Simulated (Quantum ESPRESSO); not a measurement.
# SiC (F-43m) in Quantum ESPRESSO: further runs

Runs on SiC. Level: PBEsol. Tasks: relaxation of cell and atoms.

Program: Quantum ESPRESSO 7.5. These are calculated values, not measurements. Logs are shortened: lines on timing, memory, paths and dates and some standing lists are left out, and cuts for length are marked.

## (1) The crystal as given

The structure is cubic, space group F-43m (No. 216). The conventional cell has a = 4.360 Å, b = 4.360 Å, c = 4.360 Å, α = 90.00°, β = 90.00°, γ = 90.00°. C (site symmetry -43m) has 4 Si at 1.89 Å as nearest neighbours. Si (site symmetry -43m) is surrounded by 4 C at 1.89 Å.

The cell was built by a generator and isn't the measured one.

## (2) Relaxation of cell and atoms, PBEsol, target pressure 45 GPa, at which the enthalpy is minimised

Input file pw.in:

```
&CONTROL
  calculation = 'vc-relax'
  prefix = 'pwscf'
  outdir = './tmp'
  pseudo_dir = './pseudo'
  tprnfor = .true.
  tstress = .true.
  disk_io = 'low'
  nstep = 40
  forc_conv_thr = 0.0004
  etot_conv_thr = 1d-05
/
&SYSTEM
  ibrav = 0
  nat = 2
  ntyp = 2
  ecutwfc = 82
  nbnd = 9
  occupations = 'fixed'
/
&ELECTRONS
  conv_thr = 4d-10
  electron_maxstep = 120
  mixing_beta = 0.5
/
&IONS
  ion_dynamics = 'bfgs'
/
&CELL
  cell_dynamics = 'bfgs'
  press = 450
  press_conv_thr = 0.3
/
ATOMIC_SPECIES
C     12.0110 C.upf
Si    28.0850 Si.upf
CELL_PARAMETERS angstrom
   0.0000000000    2.1800000000    2.1800000000
   2.1800000000    0.0000000000    2.1800000000
   2.1800000000    2.1800000000    0.0000000000
ATOMIC_POSITIONS crystal
C      0.2500000000    0.2500000000    0.2500000000
Si     0.0000000000    0.0000000000    0.0000000000
K_POINTS automatic
13 13 13 0 0 0
```

Potentials or basis: PseudoDojo 0.4.1 SR PBEsol standard.

Run with:

```bash
$ OMP_NUM_THREADS=1 pw.x -in pw.in > pw.out
```

pw.out:

```text
This program is part of the open-source Quantum ESPRESSO suite
     for quantum simulation of materials; please cite
[... 9 lines left out ...]
     --------------------
     sticks:   dense  smooth     PW     G-vecs:    dense   smooth      PW
     Sum         769     769    241                14163    14163    2421

     Using Slab Decomposition

     bravais-lattice index     =            0
     lattice parameter (alat)  =       5.8260  a.u.
     unit-cell volume          =     139.8286 (a.u.)^3
     number of atoms/cell      =            2
     number of atomic types    =            2
     number of electrons       =         8.00
     number of Kohn-Sham states=            9
     kinetic-energy cutoff     =      82.0000  Ry
     charge density cutoff     =     328.0000  Ry
     scf convergence threshold =      4.0E-10
     mixing beta               =       0.5000
     number of iterations used =            8  plain     mixing
     energy convergence thresh.=      1.0E-05
     force convergence thresh. =      4.0E-04
     press convergence thresh. =      3.0E-01
     Exchange-correlation= PBESOL
                           (   1   4  10   8   0   0   0)
     nstep                     =           40

     celldm(1)=   5.825998  celldm(2)=   0.000000  celldm(3)=   0.000000
     celldm(4)=   0.000000  celldm(5)=   0.000000  celldm(6)=   0.000000

     crystal axes: (cart. coord. in units of alat)
               a(1) = (   0.000000   0.707107   0.707107 )
               a(2) = (   0.707107   0.000000   0.707107 )
               a(3) = (   0.707107   0.707107   0.000000 )

     reciprocal axes: (cart. coord. in units 2 pi/alat)
               b(1) = ( -0.707107  0.707107  0.707107 )
               b(2) = (  0.707107 -0.707107  0.707107 )
               b(3) = (  0.707107  0.707107 -0.707107 )

     PseudoPot. # 1 for C  read from file:
     C.upf
     Pseudo is Norm-conserving + core correction, Zval =  4.0
     Generated using ONCVPSP code by D. R. Hamann
     Using radial grid of 1248 points,  4 beta functions with:
                l(1) =   0
                l(2) =   0
                l(3) =   1
                l(4) =   1

     PseudoPot. # 2 for Si read from file:
     Si.upf
     Pseudo is Norm-conserving + core correction, Zval =  4.0
     Generated using ONCVPSP code by D. R. Hamann
     Using radial grid of 1510 points,  6 beta functions with:
                l(1) =   0
                l(2) =   0
                l(3) =   1
                l(4) =   1
                l(5) =   2
                l(6) =   2

     atomic species   valence    mass     pseudopotential
     C                 4.00    12.01100     C ( 1.00)
     Si                4.00    28.08500     Si( 1.00)

     24 Sym. Ops. (no inversion) found

   Cartesian axes

     site n.     atom                  positions (alat units)
         1        C      tau(   1) = (   0.3535534   0.3535534   0.3535534  )
         2        Si     tau(   2) = (   0.0000000   0.0000000   0.0000000  )

     number of k points=    84
                       cart. coord. in units 2pi/alat
        k(    1) = (   0.0000000   0.0000000   0.0000000), wk =   0.0009103
        k(    2) = (   0.0543928   0.0543928  -0.0543928), wk =   0.0072827
        k(    3) = (   0.1087857   0.1087857  -0.1087857), wk =   0.0072827
        k(    4) = (   0.1631785   0.1631785  -0.1631785), wk =   0.0072827
        k(    5) = (   0.2175713   0.2175713  -0.2175713), wk =   0.0072827
        k(    6) = (   0.2719641   0.2719641  -0.2719641), wk =   0.0072827
[... 76 lines left out ...]
        k(   83) = (   0.0000000  -0.4351426   0.6527140), wk =   0.0218480
        k(   84) = (  -0.0543928  -0.3807498   0.7071068), wk =   0.0218480

     Dense  grid:    14163 G-vectors     FFT dimensions: (  36,  36,  36)

     Initial potential from superposition of free atoms

     starting charge       7.9994, renormalised to       8.0000
     Starting wfcs are    8 randomized atomic wfcs +    1 random wfcs

     Self-consistent Calculation

     iteration #  1     ecut=    82.00 Ry     beta= 0.50
     Davidson diagonalization with overlap
     ethr =  1.00E-02,  avg # of iterations =  5.8

     total energy              =     -20.40724046 Ry
     estimated scf accuracy    <       0.42499115 Ry

     iteration #  2     ecut=    82.00 Ry     beta= 0.50
     Davidson diagonalization with overlap
     ethr =  5.31E-03,  avg # of iterations =  1.6
[... 492 lines left out ...]
     Computing stress (Cartesian axis) and pressure

          total   stress  (Ry/bohr**3)                   (kbar)     P=       -4.59
  -0.00003121   0.00000000  -0.00000000           -4.59        0.00       -0.00
   0.00000000  -0.00003121   0.00000000            0.00       -4.59        0.00
  -0.00000000   0.00000000  -0.00003121           -0.00        0.00       -4.59

     BFGS Geometry Optimization
     Energy error            =      1.1E-01 Ry
     Gradient error          =      2.3E-32 Ry/Bohr
     Cell gradient error     =      4.5E+02 kbar

     number of scf cycles    =   1
     number of bfgs steps    =   0

     enthalpy           new  =     -20.0846229133 Ry

     new trust radius        =       0.1827094317 bohr
     new conv_thr            =       0.0000000004 Ry
[... 1611 lines left out ...]
     Self-consistent Calculation

     iteration #  1     ecut=    82.00 Ry     beta= 0.50
     Davidson diagonalization with overlap
     ethr =  1.00E-06,  avg # of iterations =  1.0

     Threshold (ethr) on eigenvalues was too large:
     Diagonalizing with lowered threshold

     Davidson diagonalization with overlap
     ethr =  7.88E-09,  avg # of iterations =  2.1

     total energy              =     -20.48565188 Ry
     estimated scf accuracy    <       0.00000055 Ry

     iteration #  2     ecut=    82.00 Ry     beta= 0.50
     Davidson diagonalization with overlap
     ethr =  6.89E-09,  avg # of iterations =  2.0
[... 473 lines left out ...]
          total   stress  (Ry/bohr**3)                   (kbar)     P=      450.10
   0.00305974  -0.00000000  -0.00000000          450.10       -0.00       -0.00
  -0.00000000   0.00305974   0.00000000           -0.00      450.10        0.00
  -0.00000000   0.00000000   0.00305974           -0.00        0.00      450.10

     Energy error            =      3.5E-06 Ry
     Gradient error          =      3.7E-32 Ry/Bohr
     Cell gradient error     =      1.0E-01 kbar

     bfgs converged in   5 scf cycles and   4 bfgs steps
     (criteria: energy <  1.0E-05 Ry, force <  4.0E-04 Ry/Bohr, cell <  3.0E-01 kbar)

     End of BFGS Geometry Optimization

     Final enthalpy           =     -20.1190955669 Ry

Begin final coordinates
     new unit-cell volume =    119.82737 a.u.^3 (    17.75658 Ang^3 )
     density =      3.74965 g/cm^3

CELL_PARAMETERS (angstrom)
  -0.000000000   2.070664825   2.070664825
   2.070664825  -0.000000000   2.070664825
   2.070664825   2.070664825  -0.000000000

ATOMIC_POSITIONS (crystal)
C                0.2500000000        0.2500000000        0.2500000000
Si               0.0000000000       -0.0000000000        0.0000000000
End final coordinates

     Final scf calculation at the relaxed structure.
     The G-vectors are recalculated for the final unit cell
     Results may differ from those at the preceding step.

     G-vector sticks info
     --------------------
     sticks:   dense  smooth     PW     G-vecs:    dense   smooth      PW
     Sum         685     685    211                12039    12039    2085

     Using Slab Decomposition

     bravais-lattice index     =            0
     lattice parameter (alat)  =       5.8260  a.u.
     unit-cell volume          =     119.8274 (a.u.)^3
     number of atoms/cell      =            2
     number of atomic types    =            2
     number of electrons       =         8.00
     number of Kohn-Sham states=            9
     kinetic-energy cutoff     =      82.0000  Ry
     charge density cutoff     =     328.0000  Ry
     scf convergence threshold =      4.0E-12
     mixing beta               =       0.5000
     number of iterations used =            8  plain     mixing
     press convergence thresh. =      3.0E-01
     Exchange-correlation= PBESOL
                           (   1   4  10   8   0   0   0)

     celldm(1)=   5.825998  celldm(2)=   0.000000  celldm(3)=   0.000000
     celldm(4)=   0.000000  celldm(5)=   0.000000  celldm(6)=   0.000000

     crystal axes: (cart. coord. in units of alat)
               a(1) = (  -0.000000   0.671643   0.671643 )
               a(2) = (   0.671643  -0.000000   0.671643 )
               a(3) = (   0.671643   0.671643  -0.000000 )

     reciprocal axes: (cart. coord. in units 2 pi/alat)
               b(1) = ( -0.744443  0.744443  0.744443 )
               b(2) = (  0.744443 -0.744443  0.744443 )
               b(3) = (  0.744443  0.744443 -0.744443 )

     PseudoPot. # 1 for C  read from file:
     C.upf
     Pseudo is Norm-conserving + core correction, Zval =  4.0
     Generated using ONCVPSP code by D. R. Hamann
     Using radial grid of 1248 points,  4 beta functions with:
                l(1) =   0
                l(2) =   0
                l(3) =   1
                l(4) =   1

     PseudoPot. # 2 for Si read from file:
     Si.upf
     Pseudo is Norm-conserving + core correction, Zval =  4.0
     Generated using ONCVPSP code by D. R. Hamann
     Using radial grid of 1510 points,  6 beta functions with:
                l(1) =   0
                l(2) =   0
                l(3) =   1
                l(4) =   1
                l(5) =   2
                l(6) =   2

     atomic species   valence    mass     pseudopotential
     C                 4.00    12.01100     C ( 1.00)
     Si                4.00    28.08500     Si( 1.00)

     24 Sym. Ops. (no inversion) found

   Cartesian axes

     site n.     atom                  positions (alat units)
         1        C      tau(   1) = (   0.3358214   0.3358214   0.3358214  )
         2        Si     tau(   2) = (  -0.0000000   0.0000000  -0.0000000  )

     number of k points=    84
                       cart. coord. in units 2pi/alat
        k(    1) = (   0.0000000   0.0000000   0.0000000), wk =   0.0009103
        k(    2) = (   0.0572649   0.0572649  -0.0572649), wk =   0.0072827
        k(    3) = (   0.1145298   0.1145298  -0.1145298), wk =   0.0072827
        k(    4) = (   0.1717946   0.1717946  -0.1717946), wk =   0.0072827
        k(    5) = (   0.2290595   0.2290595  -0.2290595), wk =   0.0072827
        k(    6) = (   0.2863244   0.2863244  -0.2863244), wk =   0.0072827
[... 76 lines left out ...]
        k(   83) = (  -0.0000000  -0.4581190   0.6871785), wk =   0.0218480
        k(   84) = (  -0.0572649  -0.4008541   0.7444434), wk =   0.0218480

     Dense  grid:    12039 G-vectors     FFT dimensions: (  32,  32,  32)

     Initial potential from superposition of free atoms

     starting charge       7.9994, renormalised to       8.0000
     Starting wfcs are    8 randomized atomic wfcs +    1 random wfcs

     Self-consistent Calculation

     iteration #  1     ecut=    82.00 Ry     beta= 0.50
     Davidson diagonalization with overlap
     c_bands:  1 eigenvalues not converged
     c_bands:  1 eigenvalues not converged
     c_bands:  1 eigenvalues not converged
     c_bands:  1 eigenvalues not converged
     c_bands:  1 eigenvalues not converged
     c_bands:  1 eigenvalues not converged
     c_bands:  1 eigenvalues not converged
     c_bands:  1 eigenvalues not converged
     ethr =  1.00E-06,  avg # of iterations = 15.3
[... 513 lines left out ...]
     Computing stress (Cartesian axis) and pressure

          total   stress  (Ry/bohr**3)                   (kbar)     P=      449.29
   0.00305419   0.00000000   0.00000000          449.29        0.00        0.00
   0.00000000   0.00305419   0.00000000            0.00      449.29        0.00
  -0.00000000   0.00000000   0.00305419           -0.00        0.00      449.29

=------------------------------------------------------------------------------=
   JOB DONE.
=------------------------------------------------------------------------------=
```

It took 1.7 min on 1 thread of Intel Xeon Platinum 8375C at 2.90GHz (Ice Lake), shared host; peak memory 0.06 GiB.

Results:

* Free energy: -278.7209 eV
* Relaxed volume: 8.88 Å³/atom
* Relaxed cell: a = 2.928 Å, b = 2.928 Å, c = 2.928 Å, α = 60.00°, β = 60.00°, γ = 60.00°
* Space group after relaxing (to 0.05 Å): F-43m (No. 216)
* Energy change on relaxing (the enthalpy is what falls): +181.7 meV/atom
* Ionic steps: 5
* Pressure after relaxing: 44.9 GPa
* Band gap on the k mesh: 1.17 eV, indirect (least direct gap 4.66 eV)

Step by step:
| step | energy change (eV) | largest force (eV/Å) | pressure (GPa) | volume (Å³) |
| --- | --- | --- | --- | --- |
| 1 | 0.0000 | 0.0000 | -0.46 | 20.72 |
| 2 | 0.9429 | 0.0000 | 83.00 | 16.28 |
| 3 | 0.2892 | 0.0000 | 39.16 | 18.04 |
| 4 | 0.3559 | 0.0000 | 44.43 | 17.78 |
| 5 | 0.3634 | 0.0000 | 45.01 | 17.76 |

Final structure:
```yaml
crystal:
  lattice:
    - [0.00000, 2.07066, 2.07066]
    - [2.07066, 0.00000, 2.07066]
    - [2.07066, 2.07066, 0.00000]
  atoms:
    - { symbol: C, position: [0.25000, 0.25000, 0.25000] }
    - { symbol: Si, position: [0.00000, 0.00000, 0.00000] }
```

Levels at points of the mesh, in eV from the valence-band top:
| k point | band 1 | band 2 | band 3 | band 4 | band 5 | band 6 | band 7 | band 8 | band 9 |
| --- | --- | --- | --- | --- | --- | --- | --- | --- | --- |
| (0.00, 0.00, 0.00) | -16.69 | 0.00 | 0.00 | 0.00 | 7.99 | 8.37 | 8.37 | 8.37 | 15.42 |

Caveat: an odd mesh through Γ misses points on the zone boundary, where band edges often lie.

## (3) Relaxation of cell and atoms, PBEsol, target pressure 75 GPa, at which the enthalpy is minimised

Changes to pw.in since step 2:

```diff
@@ -30,3 +30,3 @@
   cell_dynamics = 'bfgs'
-  press = 450
+  press = 750
   press_conv_thr = 0.3
```

Potentials or basis: PseudoDojo 0.4.1 SR PBEsol standard.

Run with:

```bash
$ OMP_NUM_THREADS=1 pw.x -in pw.in > pw.out
```

Wall time 2.1 min (1 thread of Intel Xeon Platinum 8375C at 2.90GHz (Ice Lake), shared host); peak memory 0.06 GiB.

The run converged. Its results:

```
Free energy                                            : -278.2742 eV
Relaxed volume                                         : 8.27 Å³/atom
Relaxed cell                                           : a = 2.860 Å, b = 2.860 Å, c = 2.860 Å, α = 60.00°, β = 60.00°, γ = 60.00°
Space group after relaxing (to 0.05 Å)                 : F-43m (No. 216)
Energy change on relaxing (the enthalpy is what falls) : +405.1 meV/atom
Ionic steps                                            : 6
Pressure after relaxing                                : 74.9 GPa
Band gap on the k mesh                                 : 1.10 eV, indirect (least direct gap 4.72 eV)
```

Step by step:
| step | energy change (eV) | largest force (eV/Å) | pressure (GPa) | volume (Å³) |
| --- | --- | --- | --- | --- |
| 1 | 0.0000 | 0.0000 | -0.46 | 20.72 |
| 2 | 3.0494 | 0.0000 | 193.71 | 13.73 |
| 3 | 0.5070 | 0.0000 | 55.38 | 17.30 |
| 4 | 0.7490 | 0.0000 | 71.22 | 16.68 |
| 5 | 0.8131 | 0.0000 | 75.18 | 16.54 |
| 6 | 0.8101 | 0.0000 | 75.00 | 16.55 |

Final structure:
```cif
data_structure
_symmetry_space_group_name_H-M 'P 1'
_symmetry_Int_Tables_number 1
_cell_length_a 2.8604
_cell_length_b 2.8604
_cell_length_c 2.8604
_cell_angle_alpha 60.000
_cell_angle_beta 60.000
_cell_angle_gamma 60.000
_cell_volume 16.55
loop_
_atom_site_label
_atom_site_type_symbol
_atom_site_fract_x
_atom_site_fract_y
_atom_site_fract_z
_atom_site_occupancy
C1 C 0.25000 0.25000 0.25000 1
Si1 Si 0.00000 0.00000 0.00000 1
```

Levels at points of the mesh, in eV from the valence-band top:
| k point | band 1 | band 2 | band 3 | band 4 | band 5 | band 6 | band 7 | band 8 | band 9 |
| --- | --- | --- | --- | --- | --- | --- | --- | --- | --- |
| (0.00, 0.00, 0.00) | -17.31 | 0.00 | 0.00 | 0.00 | 8.85 | 8.95 | 8.95 | 8.95 | 15.90 |

Caveat: the volume moved by over 15 % at a fixed basis, so the end points are rough; an odd mesh through Γ misses points on the zone boundary, where band edges often lie.
